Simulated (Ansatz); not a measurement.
# CuAu (P4/mmm) in Ansatz: convergence with wavefunction cutoff

Aim: find how far wavefunction cutoff must go before the results for CuAu settle, at PBE. This setting moves, with any that are tied to it; all else stays.

All numbers are computed with Ansatz 0.2.0; they aren't measurements. Logs are shortened: lines on timing, memory, paths and dates and some standing lists are left out, and cuts for length are marked.

## 1. Starting point

The structure is tetragonal, space group P4/mmm (No. 123). The conventional cell has a = 2.811 Å, b = 2.811 Å, c = 3.685 Å, α = 90.00°, β = 90.00°, γ = 90.00°. Au (site symmetry 4/mmm) has 8 Cu at 2.71 Å and 4 Au at 2.81 Å as nearest neighbours. Cu (site symmetry 4/mmm) is surrounded by 8 Au at 2.71 Å and 4 Cu at 2.81 Å.

## 2. With wavefunction cutoff 200 eV

Contents of input.yaml:

```yaml
crystal:
  lattice:
    - [2.8107494552, 0.0, 0.0]
    - [0.0, 2.8107494552, 0.0]
    - [0.0, 0.0, 3.685]
  atoms:
    - { symbol: Au, position: [0.0, 0.0, 0.0] }
    - { symbol: Cu, position: [0.5, 0.5, 0.5] }
hamiltonian:
  xc: pbe
  pseudopotentials: { kind: paw }
kpoints:
  mp_grid: { grid: [8, 8, 6] }
scf:
  occupations: { method: methfessel_paxton, width: 0.05 }
output:
  forces: true
  stress: true
  eigenvalues: true
basis:
  ecutwfc: "200 eV"
```

Potentials or basis: Ansatz PAW.

Started as:

```
> ansatz run input.yaml --threads 2 --pin off --max-ram 5632MiB --backend cpu --events-out ev --progress --plain --runs-dir out
```

What it wrote:

```text
Warning: basis.ecutwfc = 200 eV is below the records' recommended 420 eV, and the density's cutoff is lower with it unless basis.ecutrho_ratio is high enough to keep the records' density cutoff: compare with a run at a higher cutoff
Warning: RAYON_NUM_THREADS=2 ignored (pool sized by the plan → 2); use --threads N
Engine: ansatz 0.2.0, x86_64-unknown-linux-gnu
Pseudopotentials: kind: paw
Pseudopotential: Au, paw, valence charge 19, recommended cutoff 420 eV (normal), Au.paw.azcp
Pseudopotential: Cu, paw, valence charge 19, recommended cutoff 420 eV (normal), Cu.paw.azcp
Functional definition: PBE
  parameter kappa = 0.804
  parameter beta = 0.06672455060314922
  exchange = pbe_x(kappa = kappa, mu = beta*pi^2/3)
  correlation = pbe_c(beta = beta)
Crystal: 2 atoms, lattice volume = 29.113 Å³
Basis set: ecut = 200 eV, 197 PW (Γ), exchange–correlation on 30×30×36 points (8 copies of the dense FFT grid, shifted against one another)
Bands: 23, of which v1, the nominal top of the filled ones, is band 19 counted from 1 (18 counted from 0)
Symmetry: 16 space group operations
Space group: P4/mmm (ITA 123), of the structure as read, at distance tolerance 3.1e-5 Å
k-points: 60 of 384
Non-local potential: Au, projectors of the file, l = 0: 3, l = 1: 2, l = 2: 2, l = 3: 1
Non-local potential: Cu, projectors of the file, l = 0: 3, l = 1: 2, l = 2: 3, l = 3: 1
PAW form: soft (Blöchl's): semilocal exchange-correlation on the pseudo side does not see the compensation charge
PAW one-centre angular grid: Au, 590 points (default); XC on 64 Gauss nodes
PAW one-centre angular grid: Cu, 590 points (default); XC on 64 Gauss nodes
Initial density: superposition of atomic densities (neutral atoms: chi_scale 0, normalization atom), corrected by the library's trained network
Initial wavefunctions: pseudopotential atomic-orbital guess
Functional: x = pbe(κ = 0.804, μ = 0.2195149727645171), c = pbe(β = 0.06672455060314922)
SCF iter   1: F=—  HF=-19753.142778 eV  |F-HF|=—  |Δ(HF+E_count)|=         —  Δρ=1.74e-1  dr2=3.94e0  ethr=1.77e-3  ⟨swp⟩=4.0  Hψ=4888  notcnv=0
preconditioner: auto → none  [insulator: Δε(μ)=0.041 eV  Ē_g=10.472 eV  σ=0.050 eV  W_gap=0.63  n_scr=14 (ndim 8)  ℏωp=32.3 eV  f_vac=0.000  D(μ)=1.34/eV (n_scr^D=14)  ε∞_Penn≈10.5]
SCF iter   2: F=—  HF=-19749.959775 eV  |F-HF|=—  |Δ(HF+E_count)|=    3.18e0  S|Δr|=    0.00e0  Δρ=4.02e-2  dr2=1.83e-1  ethr=1.77e-3  ⟨swp⟩=2.2  Hψ=3239  notcnv=0  defer=13
SCF iter   3: F=—  HF=-19749.704746 eV  |F-HF|=—  |Δ(HF+E_count)|=   2.55e-1  S|Δr|=    0.00e0  Δρ=1.19e-2  dr2=3.06e-2  ethr=4.81e-4  ⟨swp⟩=2.0  Hψ=3227  notcnv=0  defer=13
SCF iter   4: F=—  HF=-19749.685353 eV  |F-HF|=—  |Δ(HF+E_count)|=   1.94e-2  S|Δr|=    0.00e0  Δρ=1.90e-3  dr2=7.34e-4  ethr=8.06e-5  ⟨swp⟩=2.0  Hψ=2727  notcnv=0  defer=13
SCF iter   5: F=—  HF=-19749.685211 eV  |F-HF|=—  |Δ(HF+E_count)|=   1.41e-4  S|Δr|=    0.00e0  Δρ=3.81e-4  dr2=2.38e-5  ethr=1.93e-6  ⟨swp⟩=1.1  Hψ=1839  notcnv=0  defer=13
SCF iter   6: F=—  HF=-19749.685156 eV  |F-HF|=—  |Δ(HF+E_count)|=   5.51e-5  S|Δr|=    0.00e0  Δρ=4.74e-5  dr2=3.33e-7  ethr=6.27e-8  ⟨swp⟩=2.4  Hψ=1894  notcnv=0  defer=13
SCF iter   7: F=-19749.685156 eV  HF=-19749.685156 eV  |F-HF|=7.65e-9  |Δ(HF+E_count)|=   6.66e-8  S|Δr|=    0.00e0  Δρ=7.92e-6  dr2=2.10e-8  ethr=2.63e-10  ⟨swp⟩=5.5  Hψ=5167  notcnv=0
SCF 1 converged in 7 iterations: F = -19749.685156 eV  dr2 = 2.10e-8
SCF converged after 7 iterations
Stability not checked: this state was not tested for a lower state beside it, because cold or Methfessel-Paxton smearing, or corrected tetrahedra, fill the levels in a way that the test cannot read (fill_not_monotonic; see scf.lower_state_search)
Free energy (F): -19749.685156 eV
Harris-Foulkes:  -19749.685156 eV  (|F-HF|=7.65e-9)
Internal energy: -19749.685209 eV  (E = F + TS)
E sigma→0 (E₀):  -19749.685169 eV
Entropy (-TS):   0.000052 eV (0.026 meV/atom)
Fermi energy:    18.623253 eV
--- Per-component energies (eV) ---
  E_band       = -613.785973
  E_kinetic    = 956.322197
  E_local      = -5924.038658  (includes V_loc(G=0)·N_el)
  E_nonlocal   = 530.243344
  E_hartree    = 2610.371509
  E_xc         = -323.444155
  E_vxc        = -398.405246  (∫ρ·V_xc dr)
  E_paw        = -11450.313596  (= ΣΔE_a)
  E_vpaw       = -998.650594  (= ΣTr[D̂ρ^β])
  E_aug_tail   = -0.001161  (compensation charges beyond the density's cutoff)
  E_ewald      = -6148.824689
  E_smearing   = 0.000052  (= −TS)
  E_closure    = 0.000000  (closes the sum)
  Σ components = -19749.685156   (vs F -19749.685156, Δ=0.00e0)
--- Forces (eV/Å), atoms counted from 1 ---
  atom   1  Au    -0.00000000     0.00000000     0.00000000
  atom   2  Cu     0.00000000    -0.00000000    -0.00000000
  max |Σ_I F_I| component: 2.06e-28 eV/Å
--- Stress (GPa, compression-positive) ---
       -3.798556      -0.000000      -0.000000
       -0.000000      -3.798556      -0.000000
       -0.000000      -0.000000     -17.038424
  P = ⅓ Tr σ = -8.2118 GPa (-82.118 kbar)
--- Band table (eV; the first three rows and the last of 60) ---
  k-point 0: bands = ["-95.8952", "-89.9493", "-53.5197", "-53.2571", "-53.2571", "-40.4965", "-40.2810", "-40.2810", "9.2739", "12.0495", "12.3255", "13.9100", "13.9100", "14.7300", "14.7553", "15.4199", "16.1387", "16.1387", "16.3837", "21.3294", "26.5857", "29.5484", "29.5484"]
  k-point 1: bands = ["-95.7635", "-89.9414", "-53.2755", "-53.2755", "-53.0840", "-40.3390", "-40.3390", "-40.2698", "9.6612", "12.0019", "12.2611", "14.5519", "14.7003", "14.7003", "15.2024", "15.5414", "15.8713", "15.9519", "15.9519", "19.4090", "29.4384", "30.0787", "30.0787"]
  k-point 2: bands = ["-95.9425", "-89.9816", "-53.3323", "-53.3323", "-53.2717", "-40.4109", "-40.3741", "-40.3741", "10.3963", "12.0950", "12.6696", "14.4332", "14.6437", "14.6437", "15.1681", "15.2665", "15.5540", "15.5540", "15.6863", "16.6861", "31.7385", "31.7385", "33.1357"]
  k-point 59: bands = ["-96.2726", "-90.0427", "-53.5316", "-53.5316", "-53.5041", "-40.6359", "-40.6359", "-40.4998", "11.8338", "12.7094", "12.7094", "14.1549", "14.3878", "14.3878", "15.0552", "15.2566", "15.5829", "16.3860", "24.1813", "24.1813", "24.6328", "24.8420", "25.4859"]
```

It took 2.8 s on 2 threads of Intel Xeon at 2.50GHz (Skylake/Cascade Lake), shared host; peak memory 0.3 GiB.

Results:

| Quantity | Value |
| --- | --- |
| Free energy | -19749.6852 eV |
| Pressure | -8.2 GPa |
| Band gap on the k mesh | none (metal or under the smearing width) |

## 3. With wavefunction cutoff 250 eV

input.yaml: that of step 2 with these lines changed.

```diff
@@ -20,2 +20,2 @@
 basis:
-  ecutwfc: "200 eV"
+  ecutwfc: "250 eV"
```

Potentials or basis: Ansatz PAW.

Started as:

```
> ansatz run input.yaml --threads 2 --pin off --max-ram 5632MiB --backend cpu --events-out ev --progress --plain --runs-dir out
```

Run time: 2.8 s. Hardware: 2 threads of Intel Xeon at 2.50GHz (Skylake/Cascade Lake), shared host; peak memory 0.31 GiB.

What came out:

| Property | Result |
| --- | --- |
| Free energy | -19770.8746 eV |
| Pressure | 14.4 GPa |
| Band gap on the k mesh | none (metal or under the smearing width) |

## 4. With wavefunction cutoff 300 eV

input.yaml: that of step 3 with these lines changed.

```diff
@@ -20,2 +20,2 @@
 basis:
-  ecutwfc: "250 eV"
+  ecutwfc: "300 eV"
```

Started as:

```
> ansatz run input.yaml --threads 2 --pin off --max-ram 5632MiB --backend cpu --events-out ev --progress --plain --runs-dir out
```

It took 2.6 s on 2 threads of Intel Xeon at 2.50GHz (Skylake/Cascade Lake), shared host; peak memory 0.32 GiB.

Results:

| Quantity | Value |
| --- | --- |
| Free energy | -19774.2312 eV |
| Pressure | 5.6 GPa |
| Band gap on the k mesh | none (metal or under the smearing width) |

## 5. With wavefunction cutoff 350 eV

input.yaml: that of step 4 with these lines changed.

```diff
@@ -20,2 +20,2 @@
 basis:
-  ecutwfc: "300 eV"
+  ecutwfc: "350 eV"
```

Started as:

```
> ansatz run input.yaml --threads 2 --pin off --max-ram 5632MiB --backend cpu --events-out ev --progress --plain --runs-dir out
```

Wall time 2.9 s (2 threads of Intel Xeon at 2.50GHz (Skylake/Cascade Lake), shared host); peak memory 0.33 GiB.

Results:

| Property | Result |
| --- | --- |
| Free energy | -19774.5623 eV |
| Pressure | 5.1 GPa |
| Band gap on the k mesh | none (metal or under the smearing width) |

## 6. With wavefunction cutoff 400 eV

input.yaml: that of step 5 with these lines changed.

```diff
@@ -20,2 +20,2 @@
 basis:
-  ecutwfc: "350 eV"
+  ecutwfc: "400 eV"
```

Potentials or basis: Ansatz PAW.

Started as:

```
> ansatz run input.yaml --threads 2 --pin off --max-ram 5632MiB --backend cpu --events-out ev --progress --plain --runs-dir out
```

It took 3.9 s on 2 threads of Intel Xeon at 2.50GHz (Skylake/Cascade Lake), shared host; peak memory 0.34 GiB.

Results (log left out):

```yaml
Free_energy: -19774.5766 eV
Pressure: 5.2 GPa
Band_gap_on_the_k_mesh: none (metal or under the smearing width)
```

## 7. With wavefunction cutoff 450 eV

input.yaml: that of step 6 with these lines changed.

```diff
@@ -20,2 +20,2 @@
 basis:
-  ecutwfc: "400 eV"
+  ecutwfc: "450 eV"
```

Started as:

```
> ansatz run input.yaml --threads 2 --pin off --max-ram 5632MiB --backend cpu --events-out ev --progress --plain --runs-dir out
```

Wall time 4.8 s (2 threads of Intel Xeon at 2.50GHz (Skylake/Cascade Lake), shared host); peak memory 0.35 GiB.

Results (log left out):

```yaml
Free_energy: -19774.5795 eV
Pressure: 5.2 GPa
Band_gap_on_the_k_mesh: none (metal or under the smearing width)
```

## 8. With wavefunction cutoff 500 eV

input.yaml: that of step 7 with these lines changed.

```diff
@@ -20,2 +20,2 @@
 basis:
-  ecutwfc: "450 eV"
+  ecutwfc: "500 eV"
```

Started as:

```
> ansatz run input.yaml --threads 2 --pin off --max-ram 5632MiB --backend cpu --events-out ev --progress --plain --runs-dir out
```

It took 4.2 s on 2 threads of Intel Xeon at 2.50GHz (Skylake/Cascade Lake), shared host; peak memory 0.36 GiB.

The run converged. Its results:

| Property | Result |
| --- | --- |
| Free energy | -19774.5817 eV |
| Pressure | 5.1 GPa |
| Band gap on the k mesh | none (metal or under the smearing width) |

## 9. With wavefunction cutoff 600 eV

input.yaml: that of step 8 with these lines changed.

```diff
@@ -20,2 +20,2 @@
 basis:
-  ecutwfc: "500 eV"
+  ecutwfc: "600 eV"
```

Potentials or basis: Ansatz PAW.

Started as:

```
> ansatz run input.yaml --threads 2 --pin off --max-ram 5632MiB --backend cpu --events-out ev --progress --plain --runs-dir out
```

It took 5.2 s on 2 threads of Intel Xeon at 2.50GHz (Skylake/Cascade Lake), shared host; peak memory 0.38 GiB.

The run converged. Its results:

- Free energy: -19774.5825 eV
- Pressure: 5.1 GPa
- Band gap on the k mesh: none (metal or under the smearing width)

## 10. With wavefunction cutoff 800 eV

input.yaml: that of step 9 with these lines changed.

```diff
@@ -20,2 +20,2 @@
 basis:
-  ecutwfc: "600 eV"
+  ecutwfc: "800 eV"
```

Started as:

```
> ansatz run input.yaml --threads 2 --pin off --max-ram 5632MiB --backend cpu --events-out ev --progress --plain --runs-dir out
```

Run time: 6.5 s. Hardware: 2 threads of Intel Xeon at 2.50GHz (Skylake/Cascade Lake), shared host; peak memory 0.41 GiB.

It converged, with:

```yaml
Free_energy: -19774.5828 eV
Pressure: 5.1 GPa
Band_gap_on_the_k_mesh: none (metal or under the smearing width)
```

## 11. Result

| wavefunction cutoff | energy less the tightest run, at zero smearing (meV/atom) | pressure (GPa) | SCF cycles | CPU time (s) | peak memory (GiB) |
| --- | --- | --- | --- | --- | --- |
| 200 eV | 12448.82 | -8.21 | 7 | 2.9 | 0.3 |
| 250 eV | 1854.11 | 14.38 | 6 | 3 | 0.31 |
| 300 eV | 175.76 | 5.60 | 6 | 3 | 0.32 |
| 350 eV | 10.23 | 5.14 | 5 | 3.4 | 0.33 |
| 400 eV | 3.09 | 5.17 | 5 | 4 | 0.34 |
| 450 eV | 1.63 | 5.16 | 5 | 4.4 | 0.35 |
| 500 eV | 0.53 | 5.15 | 5 | 4.8 | 0.36 |
| 600 eV | 0.15 | 5.14 | 5 | 5.6 | 0.38 |
| 800 eV | 0.00 | 5.14 | 5 | 8.3 | 0.41 |

Against the tightest run, the energy stays within 1 meV/atom from 500 eV on; the pressure stays within 0.1 GPa from 350 eV on. The tightest run that finished is the yardstick and may itself not be fully converged.
